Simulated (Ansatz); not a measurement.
A plane-wave DFT run in Ansatz 0.2.0 (scalar-relativistic PAW potentials unless the input names others): input and command.

```yaml
crystal:
  lattice:
    - [4.7631470489, -0.0875990215, -0.0584957935]
    - [-0.0875990215, 4.795583549, 0.1109861689]
    - [-0.0393449917, 0.0746506652, 3.2114866559]
  atoms:
    - { symbol: Sn, position: [-0.0015080286, -0.0016289385, -0.0102571801] }
    - { symbol: Sn, position: [0.4948904724, 0.4980243515, 0.4874712988] }
    - { symbol: O, position: [0.3006579303, 0.310894461, 0.0011589709] }
    - { symbol: O, position: [0.2029485838, 0.8083849072, 0.5052741731] }
    - { symbol: O, position: [0.6957178291, 0.6926840734, 0.0204746481] }
    - { symbol: O, position: [0.8072932129, 0.1916411454, 0.4958780892] }
basis:
  ecutwfc: 420
kpoints:
  mp_grid: { grid: [6, 6, 8] }
hamiltonian:
  xc: lda
scf:
  occupations: { method: gaussian, width: 0.05 }
  n_extra_bands: 16
output:
  forces: true
  eigenvalues: true
  stress: true
```

```bash
ansatz run input.yaml --threads 2 --pin off --max-ram 5120MiB --backend cpu --events-out ev --progress --plain --runs-dir out
```

Abridged log:
```
Basis set: ecut = 420 eV, 1445 PW (Γ)
Bands: 42, of which v1, the nominal top of the filled ones, is band 26 counted from 1 (25 counted from 0)
Symmetry: 1 space group operations
k-points: 148 of 288 (time reversal used)
SCF iter   1: F=—  HF=-13980.181217 eV  |F-HF|=—  |Δ(HF+E_count)|=         —  Δρ=1.90e-2  dr2=2.22e-1  ethr=1.77e-3  ⟨swp⟩=5.8  Hψ=27812  notcnv=0  defer=664
SCF iter   2: F=—  HF=-13980.117546 eV  |F-HF|=—  |Δ(HF+E_count)|=   6.37e-2  Δρ=5.14e-3  dr2=7.03e-3  ethr=4.27e-4  ⟨swp⟩=2.3  Hψ=9505  notcnv=0  defer=1626
SCF iter   3: F=—  HF=-13980.114991 eV  |F-HF|=—  |Δ(HF+E_count)|=   2.56e-3  Δρ=2.11e-3  dr2=1.76e-3  ethr=1.35e-5  ⟨swp⟩=2.0  Hψ=8702  notcnv=0  defer=1626
SCF iter   4: F=—  HF=-13980.114456 eV  |F-HF|=—  |Δ(HF+E_count)|=   5.35e-4  Δρ=7.35e-4  dr2=2.72e-4  ethr=3.39e-6  ⟨swp⟩=1.3  Hψ=5148  notcnv=0  defer=1626
SCF iter   5: F=—  HF=-13980.114397 eV  |F-HF|=—  |Δ(HF+E_count)|=   5.91e-5  Δρ=3.33e-4  dr2=6.74e-5  ethr=5.23e-7  ⟨swp⟩=2.7  Hψ=7775  notcnv=0  defer=1626
SCF iter   6: F=—  HF=-13980.114382 eV  |F-HF|=—  |Δ(HF+E_count)|=   1.45e-5  Δρ=5.34e-5  dr2=1.73e-6  ethr=1.30e-7  ⟨swp⟩=2.0  Hψ=5885  notcnv=0  defer=1626
SCF iter   7: F=-13980.114383 eV  HF=-13980.114383 eV  |F-HF|=3.41e-8  |Δ(HF+E_count)|=   5.52e-7  Δρ=9.51e-6  dr2=5.53e-8  ethr=1.92e-10  ⟨swp⟩=11.6  Hψ=38859  notcnv=0
SCF 1 converged in 7 iterations: F = -13980.114383 eV  dr2 = 5.53e-8
SCF converged after 7 iterations
Free energy (F): -13980.114383 eV
Harris-Foulkes:  -13980.114383 eV  (|F-HF|=3.41e-8)
Internal energy: -13980.114383 eV  (E = F + TS)
E sigma→0 (E₀):  -13980.114383 eV
Fermi energy:    9.223961 eV
--- Forces (eV/Å), atoms counted from 1 ---
  atom   1  Sn     0.28131676    -0.15732953     0.62704816
  atom   2  Sn     0.23998984    -0.05938051     1.35590561
  atom   3  O      0.08661993    -0.07875189    -0.37499690
  atom   4  O     -0.35775275     0.26488861    -0.08294333
  atom   5  O     -0.01906373    -0.13076087    -1.17795994
  atom   6  O     -0.23112598     0.16134127    -0.34708553
--- Stress (GPa, compression-positive) ---
       -4.455390       7.044803       1.571686
        7.044803      -4.585265      -4.922067
        1.571686      -4.922067      -4.827594
  P = ⅓ Tr σ = -4.6227 GPa (-46.227 kbar)
```

Apart from outputs, the input differs from a reference run on usual settings in scf.n_extra_bands: not typed → 16. The reference, at the same geometry (not necessarily relaxed), gave pressure -4.62 GPa, largest force 1.378 eV/Å, gap on the mesh 0.83 eV. This run converged in 7 SCF iterations (reference: 8) with an energy at zero smearing within 0.01 meV/atom of the reference's, pressure -4.62 GPa, largest force 1.378 eV/Å, gap on the mesh 0.83 eV.

It took 10 s on 2 threads of Intel(R) Xeon(R) 6975P-C (Granite Rapids), with other jobs on the host, peak memory 0.59 GiB.